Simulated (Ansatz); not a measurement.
Take a crystal in which Mo has been replaced by Zr on all its sites, with the cell rescaled by a rough guess (in some cases also distorted within its space group) and nothing relaxed:

```
Zr
1.0
     0.00000    2.25115    2.25115
     2.25115    0.00000    2.25115
     2.25115    2.25115    0.00000
Zr
1
Cartesian
  0.0000 0.0000 0.0000
```

These are results of Ansatz, DFT PBEsol, scalar-relativistic, plane waves, PAW, not measurements.

Cutoff 420 eV; k points 16×16×16 on the computed 1-atom cell (Γ-centred); Gaussian smearing, width 0.10 eV; no spin polarisation.

**Question.** What pressure does the cell carry?

**Answer.** The pressure is -2.4 GPa (positive in compression), so the cell would contract.

**Question.** Is it a metal on this mesh?

**Answer.** Yes, a band crosses the Fermi level.

This fcc form isn't the element's structure at ambient conditions.